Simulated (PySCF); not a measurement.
Several structures and their simulated spectra, in scrambled order.

A. SMILES C/C=C\C=C/C#CC1CC1
B. SMILES N#CCC#N
C. `C=C[SiH2]n1cccc1`

Spectrum 1. 1H NMR (300 MHz, computed): δ 6.75 (m, 2H), 6.63 (m, 2H), 6.54 (m, 1H), 6.35 (m, 1H), 6.09 (m, 1H), 5.40 (d, 2H). 13C{1H} NMR (computed): δ 143.7 (CH2), 142.6 (CH), 127.7 (CH), 117.9 (CH).

Spectrum 2. 1H NMR (300 MHz, computed): δ 6.80 (m, 1H), 6.77 (m, 1H), 5.81 (m, 1H), 5.74 (d, 1H), 1.95 (d, 3H), 1.54 (m, 1H), 0.88 (m, 2H), 0.74 (m, 2H). 13C{1H} NMR (computed): δ 138.9 (CH), 136.9 (CH), 134.0 (CH), 116.5 (CH), 115.3 (C), 80.8 (C), 17.2 (CH3), 12.7 (CH2), 4.0 (CH).

Spectrum 3. 1H NMR (300 MHz, computed): δ 3.24 (s, 2H). 13C{1H} NMR (computed): δ 114.3 (C), 6.5 (CH2).

- couplings computed with B3LYP/pcJ-1
- NMR shieldings at PBE0/pcSseg-1/GIAO
- geometry: GFN2-xTB
- program: PySCF 2.14.0 with density-fitted response routines
- one computed conformer, no relativistic terms, no solvent, fast rotation and ring inversion assumed for equivalent nuclei

Shifts are taken against calculated references (same method and geometry level): 1H (31.72 ppm) and 13C (186.93 ppm) against TMS. Multiplet labels drop J under 1 Hz and among equivalent protons, and merge close values. Unscaled 3J(H,H) run several per cent high. Where no couplings were computed, multiplicities follow the n + 1 count of equivalent neighbours, and m marks all less simple cases (inequivalent or close neighbours, rings, F or P nearby). Shifts are as computed. Against solution values, carbons near 30 ppm lie about +3 ppm off and those near 130 ppm about +5 ppm. Of 1211 compounds with measured shifts, 218 miss one by over three times the rms of a fit or turn the order of signals round; such compounds aren't used in these exercises.

**Question.** Match each spectrum to its structure.

**Answer.** 1–C, 2–A, 3–B.

- Spectrum 1 (C): 4 13C signals; δC 143.7 is a terminal =CH2 carbon; δC 142.6 is an alkene CH.
- Spectrum 2 (A): 9 13C signals; δC 138.9 is an alkene CH; δC 136.9 is an alkene CH.
- Spectrum 3 (B): 2 13C signals; δC 114.3 is a nitrile carbon; δC 6.5 is an sp3 CH2 α to a nitrile.
